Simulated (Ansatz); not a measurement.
Crystal: Cd.

```xyz
1
Lattice="-1.7843 1.7843 1.7843 1.7843 -1.7843 1.7843 1.7843 1.7843 -1.7843" Properties=species:S:1:pos:R:3 pbc="T T T"
Cd    0.0000    0.0000    0.0000
```

This isn't the form of Cd at room conditions, which is hcp.

| Quantity | Value |
| --- | --- |
| Program | Ansatz 0.2.0 |
| Task | relaxation of cell and atoms |
| Functional | PBE |
| Potentials or basis | Ansatz PAW |
| Cutoff | 420 eV (not typed: the program's choice for these potentials) |
| k mesh | 10 × 10 × 10 |
| Occupations | fermi-dirac, width 0.05 eV |
| Spin | no spin polarisation |

At the start: volume 22.72 Å³/atom.

How do energy, volume and symmetry change on relaxing?

It ends after 4 steps and the volume is 23.45 Å³/atom (+3.2 %); space group Im-3m (No. 229, to 0.05 Å).

Step by step:
| step | energy change (eV) | largest force (eV/Å) | volume (Å³) |
| --- | --- | --- | --- |
| 1 | 0.0000 | 0.0000 | 22.72 |
| 2 | -0.0022 | 0.0000 | 23.27 |
| 3 | -0.0023 | 0.0000 | 23.45 |
| 4 | -0.0026 | 0.0000 | 23.45 |

Final structure:
```
Cd
1.0
    -1.80306    1.80306    1.80306
     1.80306   -1.80306    1.80306
     1.80306    1.80306   -1.80306
Cd
1
Direct
  0.00000 0.00000 0.00000
```

Caveat: the plane-wave basis is chosen anew once the cell has moved, so the energies of steps on either side of that aren't comparable.
